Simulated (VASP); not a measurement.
# KF (Carobbiite) (Fm-3m) in VASP: further runs, part 2 of 2

VASP 6.6.1.

### Step 4. Single point, PBEsol

INCAR

```
ADDGRID = F
ALGO = Normal
EDIFF = 1E-6
ENCUT = 460
GGA = PS
ISIF = 2
ISMEAR = 0
LASPH = T
LCHARG = F
LREAL = F
LWAVE = F
NBANDS = 15
NELM = 100
PREC = Accurate
SIGMA = 0.05
```

KPOINTS

```
k-points
0
Gamma
  5 5 5
```

POSCAR

```
KF
1.0
    0.0000000000      2.6718500000      2.6718500000
    2.6718500000      0.0000000000      2.6718500000
    2.6718500000      2.6718500000      0.0000000000
K F
1 1
Direct
    0.0000000000      0.0000000000      0.0000000000
    0.5000000000      0.5000000000      0.5000000000
```

Potentials or basis: VASP PAW PBE potentials, release 64 (K_sv, F).

Launch:

```bash
$ cat potpaw_PBE.64/K_sv/POTCAR potpaw_PBE.64/F/POTCAR > POTCAR
$ mpirun -np 1 vasp_std > vasp.out
```

OUTCAR:

```text
EDIFF = 1E-6
   ENCUT = 460
   GGA = PS
   ISIF = 2
   ISMEAR = 0
   LASPH = T
   LREAL = F
   NELM = 100
   PREC = Accurate

 Found     10 irreducible k-points:

 Following reciprocal coordinates:
            Coordinates               Weight
  0.000000  0.000000  0.000000      1.000000
  0.200000  0.000000  0.000000      8.000000
  0.400000  0.000000  0.000000      8.000000
  0.200000  0.200000  0.000000      6.000000
  0.400000  0.200000  0.000000     24.000000
 -0.400000  0.200000  0.000000     24.000000
   k-points           NKPTS =     10   k-points in BZ     NKDIM =     10   number of bands    NBANDS=     15
   number of dos      NEDOS =    301   number of ions     NIONS =      2
   total plane-waves  NPLWV =  21952
   dimension x,y,z NGX =    28 NGY =   28 NGZ =   28
   dimension x,y,z NGXF=    56 NGYF=   56 NGZF=   56
   ions per type =               1   1
   NGX,Y,Z   is equivalent  to a cutoff of  12.32, 12.32, 12.32 a.u.
   NGXF,Y,Z  is equivalent  to a cutoff of  24.64, 24.64, 24.64 a.u.
 SYSTEM =  unknown system
   PREC   = accura    normal or accurate (medium, high low for compatibility)
   ISTART =      0    job   : 0-new  1-cont  2-samecut
   ICHARG =      2    charge: 1-file 2-atom 10-const
   ISPIN  =      1    spin polarized calculation?
   LNONCOLLINEAR =      F non collinear calculations
   LSORBIT =      F    spin-orbit coupling
   LASPH  =      T    aspherical Exc in radial PAW
   ENCUT  =  460.0 eV  33.81 Ry    5.81 a.u.   6.61  6.61  6.61*2*pi/ulx,y,z
   NELM   =    100;   NELMIN=  2; NELMDL= -5     # of ELM steps
   EDIFF  = 0.1E-05   stopping-criterion for ELM
   LREAL  =      F    real-space projection
   EDIFFG = 0.1E-04   stopping-criterion for IOM
   NSW    =      0    number of steps for IOM
   IBRION =     -1    ionic relax: 0-MD 1-quasi-New 2-CG
   NFREE  =      0    steps in history (QN), initial steepest desc. (CG)
   ISIF   =      2    stress and relaxation
   ISYM   =      2    0-nonsym 1-usesym 2-fastsym
   POTIM  = 0.5000    time-step for ionic-motion
   TEBEG  =    0.0;   TEEND  =   0.0 temperature during run
   PSTRESS=    0.0 pullay stress
   NELECT =      16.0000    total number of electrons
   NUPDOWN=      -1.0000    fix difference up-down
   EMIN   =  10.00;   EMAX   =-10.00  energy-range for DOS
   EFERMI =   0.00;   METHOD = LEGACY
   ISMEAR =     0;   SIGMA  =   0.05  broadening in eV -4-tet -1-fermi 0-gaus
   EFERMI_NEDOS =   21; number of points for ismear=-14 and -15
   IALGO  =     38    algorithm
   IMIX   =      4    mixing-type and parameters
     AMIX     =   0.40;   BMIX     =  1.00
     AMIX_MAG =   1.60;   BMIX_MAG =  1.00
  volume/ion in A,a.u.               =      19.07       128.72
  Fermi-wavevector in a.u.,A,eV,Ry     =   1.225442  2.315750 20.431978  1.501708
  Thomas-Fermi vector in A             =   2.360480
   LORBIT       =      0    0 simple, 1 ext, 2 COOP (PROOUT), +10 PAW based schemes
   GGA     = PS    functional components
   LHFCALC =     F    Hartree Fock is set to
   AEXX    =    0.0000 exact exchange contribution
   IVDW    =     0    specifies the selected vdW correction
   LEPSILON=     F    determine dielectric tensor
   LRPA    =     F    only Hartree local field effects (RPA)
 non-spin polarized calculation
 Gauss-broadening in eV      SIGMA  =   0.05
  energy-cutoff  :      460.00
  volume of cell :       38.15
 maximum number of plane-waves:       872
 NGX is ok and might be reduce to    28
   NGX = 13   NGY = 13   NGZ = 13

 number of electron      16.0000002 magnetization

 Free energy of the ion-electron system (eV)
  ---------------------------------------------------
  ext. energy  EPLUGINS =         0.00000000
  ---------------------------------------------------
  free energy    TOTEN  =        -8.52184863 eV

  energy without entropy =       -8.52184863  energy(sigma->0) =       -8.52184863

 E-fermi :  -2.5838     XC(G=0):  -8.6080

 val. band max:       -2.9122104211   @ k =   0.0000   0.0000   0.0000
 cond. band min:       3.1221170720   @ k =   0.0000   0.0000   0.0000
 fundamental gap:      6.0343274931
 Fermi energy:        -2.5838389362

 k-point     1 :       0.0000    0.0000    0.0000
  band No.  band energies     occupation
      1     -28.8731      2.00000
      2     -21.4368      2.00000
      3     -12.1841      2.00000
      4     -12.1841      2.00000
      5     -12.1841      2.00000
      6      -2.9122      2.00000
      7      -2.9122      2.00000
      8      -2.9122      2.00000
      9       3.1221      0.00000
     10       7.7272      0.00000
     11       7.7272      0.00000
     12       7.7272      0.00000
     13       9.4015      0.00000
     14       9.4015      0.00000
     15      13.8114      0.00000

 k-point     2 :       0.2000    0.0000    0.0000
  band No.  band energies     occupation
      1     -28.8395      2.00000
      2     -21.4679      2.00000
      3     -12.2825      2.00000
      4     -12.1972      2.00000
      5     -12.1972      2.00000
      6      -3.2345      2.00000
      7      -3.0384      2.00000
      8      -3.0384      2.00000
      9       4.1631      0.00000
     10       7.2194      0.00000
     11       8.2357      0.00000
     12       8.2357      0.00000
     13       9.7806      0.00000
     14       9.7806      0.00000
     15      15.4133      0.00000

 k-point     3 :       0.4000    0.0000    0.0000
  band No.  band energies     occupation
      1     -28.7842      2.00000
      2     -21.5173      2.00000
      3     -12.4388      2.00000
      4     -12.2178      2.00000
      5     -12.2178      2.00000
      6      -3.6589      2.00000
      7      -3.2340      2.00000
      8      -3.2340      2.00000
      9       5.8705      0.00000
     10       7.2686      0.00000
     11       9.0265      0.00000
     12       9.0265      0.00000
     13      10.9878      0.00000
     14      10.9878      0.00000
     15      13.8873      0.00000

 k-point     4 :       0.2000    0.2000    0.0000
  band No.  band energies     occupation
      1     -28.8296      2.00000
      2     -21.4654      2.00000
      3     -12.2671      2.00000
      4     -12.2591      2.00000
      5     -12.2591      2.00000
      6      -3.3548      2.00000
      7      -2.9501      2.00000
      8      -2.9501      2.00000
      9       4.3850      0.00000
     10       6.5584      0.00000
     11       8.7231      0.00000
     12       8.7231      0.00000
     13       9.6858      0.00000
     14       9.7930      0.00000
     15      16.0818      0.00000

 k-point     5 :       0.4000    0.2000    0.0000
  band No.  band energies     occupation
      1     -28.7836      2.00000
      2     -21.4893      2.00000
      3     -12.4559      2.00000
      4     -12.3149      2.00000
      5     -12.2958      2.00000
      6      -3.4486      2.00000
      7      -3.1301      2.00000
      8      -3.0715      2.00000
      9       5.8905      0.00000
     10       6.3279      0.00000
     11       9.0099      0.00000
     12       9.4955      0.00000
     13      10.5613      0.00000
     14      10.7604      0.00000
     15      14.1854      0.00000

 k-point     6 :      -0.4000    0.2000    0.0000
  band No.  band energies     occupation
      1     -28.7650      2.00000
      2     -21.5057      2.00000
      3     -12.5077      2.00000
      4     -12.3683      2.00000
      5     -12.2573      2.00000
      6      -3.5344      2.00000
      7      -3.2282      2.00000
      8      -3.1574      2.00000
      9       6.3163      0.00000
     10       7.1836      0.00000
     11       8.7831      0.00000
     12       9.6322      0.00000
     13      10.9930      0.00000
     14      11.8959      0.00000
     15      12.6129      0.00000

 [... further k-points ...]

------------------------ aborting loop because EDIFF is reached ----------------------------------------

  FORCE on cell =-STRESS in cart. coord.  units (eV):
  Direction    XX          YY          ZZ          XY          YZ          ZX
  --------------------------------------------------------------------------------------
  -------------------------------------------------------------------------------------
  Total       -0.3546067     -0.3546067     -0.3546067     -0.0000000     -0.0000000      0.0000000
  in kB      -14.8933139    -14.8933139    -14.8933139     -0.0000000     -0.0000000      0.0000000
  external PRESSURE =     -14.8933139 kB  Pullay stress =       0.0000000 kB

 VOLUME and BASIS-vectors are now :
 -----------------------------------------------------------------------------
  energy-cutoff  :      460.00
  volume of cell :       38.15
      direct lattice vectors                 reciprocal lattice vectors
     0.000000000  2.671850000  2.671850000    -0.187136254  0.187136254  0.187136254
     2.671850000  0.000000000  2.671850000     0.187136254 -0.187136254  0.187136254
     2.671850000  2.671850000  0.000000000     0.187136254  0.187136254 -0.187136254

 POSITION                                       TOTAL-FORCE (eV/Angst)
 -----------------------------------------------------------------------------------
      0.00000      0.00000      0.00000         0.000000      0.000000      0.000000
      2.67185      2.67185      2.67185        -0.000000     -0.000000     -0.000000
 -----------------------------------------------------------------------------------
    total drift:                                0.000000      0.000000      0.000000

  FREE ENERGIE OF THE ION-ELECTRON SYSTEM (eV)
  ---------------------------------------------------
  free  energy   TOTEN  =        -8.5218486276 eV

  energy  without entropy=       -8.5218486276  energy(sigma->0) =       -8.52184863
```

Wall time 5.3 s (1 thread of Intel Xeon Platinum 8488C (Sapphire Rapids), shared host); peak memory 0.15 GiB.

These settings aren't checked as converged: the numbers below hold their error.

What came out:

```
Free energy            : -8.5218 eV
Pressure               : -1.5 GPa
Band gap on the k mesh : 6.03 eV, direct
```

Caveat: the cutoff is under 1.25 times the usual one of these potentials, so pressure, stress and relaxed cells hold a basis-set (Pulay) error; the PAW data sets were made with another functional, which shifts forces and pressure a little.

### Step 5. Single point, PBEsol

Changes to INCAR since step 4:

```diff
@@ -14,2 +14,2 @@
 PREC = Accurate
-SIGMA = 0.05
+SIGMA = 0.5
```

KPOINTS is that of step 4.

POSCAR is that of step 4.

Potentials or basis: VASP PAW PBE potentials, release 64 (K_sv, F).

Launch:

```bash
$ cat potpaw_PBE.64/K_sv/POTCAR potpaw_PBE.64/F/POTCAR > POTCAR
$ mpirun -np 1 vasp_std > vasp.out
```

OUTCAR:

```text
EDIFF = 1E-6
   ENCUT = 460
   GGA = PS
   ISIF = 2
   ISMEAR = 0
   LASPH = T
   LREAL = F
   NELM = 100
   PREC = Accurate

 Found     10 irreducible k-points:

 Following reciprocal coordinates:
            Coordinates               Weight
  0.000000  0.000000  0.000000      1.000000
  0.200000  0.000000  0.000000      8.000000
  0.400000  0.000000  0.000000      8.000000
  0.200000  0.200000  0.000000      6.000000
  0.400000  0.200000  0.000000     24.000000
[... 183 lines left out ...]

 [... further k-points ...]

------------------------ aborting loop because EDIFF is reached ----------------------------------------

  FORCE on cell =-STRESS in cart. coord.  units (eV):
  Direction    XX          YY          ZZ          XY          YZ          ZX
  --------------------------------------------------------------------------------------
  -------------------------------------------------------------------------------------
  Total       -0.3546067     -0.3546067     -0.3546067      0.0000000      0.0000000     -0.0000000
  in kB      -14.8933141    -14.8933141    -14.8933141      0.0000000      0.0000000     -0.0000000
  external PRESSURE =     -14.8933141 kB  Pullay stress =       0.0000000 kB

 VOLUME and BASIS-vectors are now :
 -----------------------------------------------------------------------------
  energy-cutoff  :      460.00
  volume of cell :       38.15
      direct lattice vectors                 reciprocal lattice vectors
     0.000000000  2.671850000  2.671850000    -0.187136254  0.187136254  0.187136254
     2.671850000  0.000000000  2.671850000     0.187136254 -0.187136254  0.187136254
     2.671850000  2.671850000  0.000000000     0.187136254  0.187136254 -0.187136254

 POSITION                                       TOTAL-FORCE (eV/Angst)
 -----------------------------------------------------------------------------------
      0.00000      0.00000      0.00000         0.000000      0.000000     -0.000000
      2.67185      2.67185      2.67185        -0.000000     -0.000000      0.000000
 -----------------------------------------------------------------------------------
    total drift:                                0.000000      0.000000      0.000000

  FREE ENERGIE OF THE ION-ELECTRON SYSTEM (eV)
  ---------------------------------------------------
  free  energy   TOTEN  =        -8.5218486275 eV

  energy  without entropy=       -8.5218486273  energy(sigma->0) =       -8.52184863
```

OSZICAR:

```text
N       E                     dE             d eps       ncg     rms          rms(c)
DAV:   1     0.100079794004E+03    0.10008E+03   -0.76304E+03   300   0.940E+02
DAV:   2    -0.563959527392E+01   -0.10572E+03   -0.97998E+02   384   0.273E+02
DAV:   3    -0.954063478757E+01   -0.39010E+01   -0.38892E+01   370   0.462E+01
DAV:   4    -0.963895840198E+01   -0.98324E-01   -0.98299E-01   411   0.727E+00
DAV:   5    -0.964253082438E+01   -0.35724E-02   -0.35724E-02   395   0.105E+00    0.584E+00
DAV:   6    -0.856348817134E+01    0.10790E+01   -0.29343E+00   321   0.137E+01    0.406E+00
DAV:   7    -0.852756078402E+01    0.35927E-01   -0.64107E-02   363   0.217E+00    0.232E+00
DAV:   8    -0.851973060640E+01    0.78302E-02   -0.49602E-02   349   0.218E+00    0.203E-01
DAV:   9    -0.852125454628E+01   -0.15239E-02   -0.43515E-03   356   0.543E-01    0.123E-01
DAV:  10    -0.852162932403E+01   -0.37478E-03   -0.36408E-04   335   0.168E-01    0.799E-02
DAV:  11    -0.852184889356E+01   -0.21957E-03   -0.20719E-04   307   0.105E-01    0.148E-02
DAV:  12    -0.852184842133E+01    0.47222E-06   -0.10832E-05   377   0.324E-02    0.489E-03
DAV:  13    -0.852184862753E+01   -0.20619E-06   -0.24369E-06   314   0.132E-02
   1 F= -.85218486E+01 E0= -.85218486E+01  d E =-.217620E-09
```

stdout:

```text
POSCAR found type information on POSCAR K F
 POSCAR found :  2 types and       2 ions
 scaLAPACK will be used
 -----------------------------------------------------------------------------
|                                                                             |
|                                                                             |
|     You enforced a specific xc type in the INCAR file but a different       |
|     I HOPE YOU KNOW WHAT YOU ARE DOING!                                     |
|                                                                             |
 -----------------------------------------------------------------------------

 LDA part: xc-table for (Slater+PW92), standard interpolation
 POSCAR, INCAR and KPOINTS ok, starting setup
 FFT: planning ... GRIDC
 FFT: planning ... GRID_SOFT
 FFT: planning ... GRID
 WAVECAR not read
 entering main loop
```

Run time: 5.5 s. Hardware: 1 thread of Intel Xeon Platinum 8488C (Sapphire Rapids), shared host; peak memory 0.15 GiB.

The run converged, but some of its settings lie outside the range that counts as converged, so its numbers aren't taken as properties of the crystal.

What came out:

| Property | Result |
| --- | --- |
| Free energy | -8.5218 eV |
| Pressure | -1.5 GPa |
| Band gap on the k mesh | 6.03 eV, direct |

Caveat: the cutoff is under 1.25 times the usual one of these potentials, so pressure, stress and relaxed cells hold a basis-set (Pulay) error; the PAW data sets were made with another functional, which shifts forces and pressure a little.

### Step 6. Single point, PBEsol

Changes to INCAR since step 5:

```diff
@@ -14,2 +14,2 @@
 PREC = Accurate
-SIGMA = 0.5
+SIGMA = 0.2
```

KPOINTS is that of step 5.

POSCAR is that of step 5.

Potentials or basis: VASP PAW PBE potentials, release 64 (K_sv, F).

Launch:

```bash
$ cat potpaw_PBE.64/K_sv/POTCAR potpaw_PBE.64/F/POTCAR > POTCAR
$ mpirun -np 1 vasp_std > vasp.out
```

Wall time 5.5 s (1 thread of Intel Xeon Platinum 8488C (Sapphire Rapids), shared host); peak memory 0.15 GiB.

These settings aren't checked as converged: the numbers below hold their error.

What came out:

| Quantity | Value |
| --- | --- |
| Free energy | -8.5218 eV |
| Pressure | -1.5 GPa |
| Band gap on the k mesh | 6.03 eV, direct |

Caveat: the cutoff is under 1.25 times the usual one of these potentials, so pressure, stress and relaxed cells hold a basis-set (Pulay) error; the PAW data sets were made with another functional, which shifts forces and pressure a little.
